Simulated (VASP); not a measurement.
A run of VASP 6.6.1 is set up as follows.

INCAR

```
  PREC = Accurate
  ENCUT = 520
  EDIFF = 1E-6
  ISMEAR = 0
  SIGMA = 0.02
  LREAL = F
  LASPH = T
  NELM = 100
  ALGO = Normal
  ISIF = 2
  LWAVE = F
  LCHARG = F
  GGA = PE
  NBANDS = 16
```

KPOINTS

```
regular mesh
0
Gamma
  9 9 6
```

POSCAR

```
AlN
1.0
    3.1302455680      0.0000000000      0.0000000000
   -1.5651227840      2.7108721819      0.0000000000
    0.0000000000      0.0000000000      5.0179604227
Al N
2 2
Direct
    0.3333333333      0.6666666667     -0.0007713538
    0.6666666667      0.3333333333      0.4992286462
    0.3333333333      0.6666666667      0.3807713538
    0.6666666667      0.3333333333      0.8807713538
```

Potentials or basis: VASP PAW PBE potentials, release 64 (Al, N).

The run is started by

```sh
$ cat potpaw_PBE.64/Al/POTCAR potpaw_PBE.64/N/POTCAR > POTCAR
$ mpirun -np 1 vasp_std > vasp.out
```

(1) Predict the band gap on the k mesh.

(2) What does it give for the pressure?

Answers

(1) 4.04 eV, direct.

(2) -0.3 GPa.

**Experimental background.**

From “Structural and optical properties of self-assembled AlN nanowires grown on SiO2/Si substrates by molecular beam epitaxy”, 2024, arxiv:2402.00216, for a bulk crystal of AlN at 0 K: band gap 6.0343 eV (an exciton energy, a little under the gap).

Against the measured gap of AlN, 6.0343 eV (an exciton energy, a little under the gap; 0 K; quoted in “Structural and optical properties of self-assembled AlN nanowires grown on SiO2/Si substrates by molecular beam epitaxy”, 2024, arxiv:2402.00216), the calculated 4.04 eV is off by -1.99 eV. 2 values of this kind are on record (6.034 to 6.0343 eV); this one was drawn at random. The value is that of PBE, without temperature or zero-point motion. Semilocal functionals fall short of measured gaps as a rule.
